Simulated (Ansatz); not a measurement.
# Te (Tellurium): the cost of one run

All numbers are computed with Ansatz 0.2.0, driven from Python. Level of theory: DFT RPBE, plane waves, norm-conserving potentials.

The COD entry's cell or inner coordinates are ideal or old and differ from later refinements, so a difference from it is no clean test against experiment.

## 1. Starting point

It takes space group P3_121 (No. 152, trigonal). The conventional cell has a = 4.454 Å, b = 4.454 Å, c = 5.924 Å, α = 90.00°, β = 90.00°, γ = 120.00°. Te (site symmetry 2) has 2 Te at 2.86 Å in its first shell of neighbours.

The script holds or builds the structure itself.

## 2. The script

The input, te.py:

```python
"""How the energy of Te depends on the smearing."""

import ansatz as az
import pandas as pd
from pymatgen.core import Lattice, Structure
from pymatgen.io.ase import AseAtomsAdaptor

pmg_structure = Structure(
    Lattice([(4.454, 0.0, 0.0), (-2.227, 3.85728, 0.0), (0.0, 0.0, 5.924)]),
    ["Te", "Te", "Te"],
    [
        (0.269, 0.0, 1 / 3),
        (0.0, 0.269, 2 / 3),
        (0.731, 0.731, 0.0),
    ],
)
crystal = az.Crystal.from_ase(AseAtomsAdaptor.get_atoms(pmg_structure))

calculation = (
    crystal.calculation()
    .functional("rpbe")
    .pseudopotentials("nc")
    .kpoints(6, 6, 4)
    .forces()
    .stress()  # positive in compression
)

rows = []
for value in [0.3, 0.2, 0.1, 0.05]:
    report = calculation.occupations("fermi_dirac", width=value).run(threads=1, pin="off").report
    rows.append((value, report["free_energy_ev"] / len(report["lattice"]["sites"]), report["n_iterations"], sum(report["stress_gpa"][i][i] for i in range(3)) / 3, max(abs(f) for row in report["forces_ev_ang"] for f in row), report["n_kpoints"]))

table = pd.DataFrame(rows, columns=["width (eV)", "F/atom (eV)", "iterations", "P (GPa)", "max component (eV/A)", "k-points"])
print(table.round(5).to_string(index=False))

# differences from the last row
for row in rows[:-1]:
    shift = 1000 * (row[1] - rows[-1][1])
    print(f"{row[0]}: {shift:+.2f} meV/atom" + ("  (within 1 meV)" if abs(shift) < 1 else ""))
```

## 3. What the engine is handed

The package turns the script's settings into the engine's input (first run):

```yaml
crystal:
  lattice:
    - [4.454, 0.0, 0.0]
    - [-2.227, 3.85728, 0.0]
    - [0.0, 0.0, 5.924]
  atoms:
    - { symbol: Te, position: [0.269, 0.0, 0.3333333333333333] }
    - { symbol: Te, position: [-1.5101021053582774e-17, 0.269, 0.6666666666666666] }
    - { symbol: Te, position: [0.731, 0.731, 0.0] }
kpoints:
  mp_grid:
    grid: [6, 6, 4]
hamiltonian:
  xc: rpbe
  pseudopotentials:
    kind: nc
scf:
  occupations:
    method: fermi_dirac
    width: 0.3
output:
  forces: true
  stress: true
```

## 4. The run

Launch:

```sh
python te.py
```

What time and memory should one allow on 1 thread of Arm Neoverse V2, shared host?

About 87 s, with a peak of 0.66 GiB.
